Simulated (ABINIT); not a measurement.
Here is an ABINIT 10.8.3 (patched build) calculation.

run.abi

```
ndtset 2

pp_dirpath "./"
pseudos "Si.GGA_PBE-JTH.xml"

acell 3*1.0
rprim
     0.0000000000     5.1435532945     5.1435532945
     5.1435532945     0.0000000000     5.1435532945
     5.1435532945     5.1435532945     0.0000000000
ntypat 1
znucl 14
natom 2
typat 1 1
xcart
     5.1435532945     5.1435532945     5.1435532945
     7.7153299417     7.7153299417     7.7153299417

ecut 18.0
pawecutdg 36.0
pawxcdev 0

ixc 14

occopt 3
tsmear 0.05 eV

nstep 100

iomode 3
prtwf 0
prteig 0
prtebands 0
enunit 1
prtden1 1

kptopt1 1
ngkpt1 8 8 8
nshiftk1 1
shiftk1 0.0 0.0 0.0
nband1 8
tolvrs1 1.0e-9

iscf2 -2
getden2 1
nband2 14
nbdbuf2 4
tolwfr2 1.0e-11
kptopt2 -9
ndivsm2 5
prteig2 1
kptbounds2
     0.0000000000     0.0000000000     0.0000000000
     0.5000000000     0.0000000000     0.5000000000
     0.5000000000     0.2500000000     0.7500000000
     0.3750000000     0.3750000000     0.7500000000
     0.0000000000     0.0000000000     0.0000000000
     0.5000000000     0.5000000000     0.5000000000
     0.6250000000     0.2500000000     0.6250000000
     0.5000000000     0.2500000000     0.7500000000
     0.5000000000     0.5000000000     0.5000000000
     0.3750000000     0.3750000000     0.7500000000
```

Potentials or basis: JTH PAW PBE v2.0.

Run with:

```console
$ abinit run.abi > log 2>&1
```

(1) What does it give for the pressure?

(2) Estimate the band gap along the path.

(3) Predict the band gap on the k mesh.

Results:

(1) 2.3 GPa.

(2) 0.64 eV, indirect (least direct gap 2.57 eV).

(3) 0.68 eV, indirect (least direct gap 2.57 eV).

Caveat: the PAW data sets were made with another functional, which shifts forces and pressure a little.
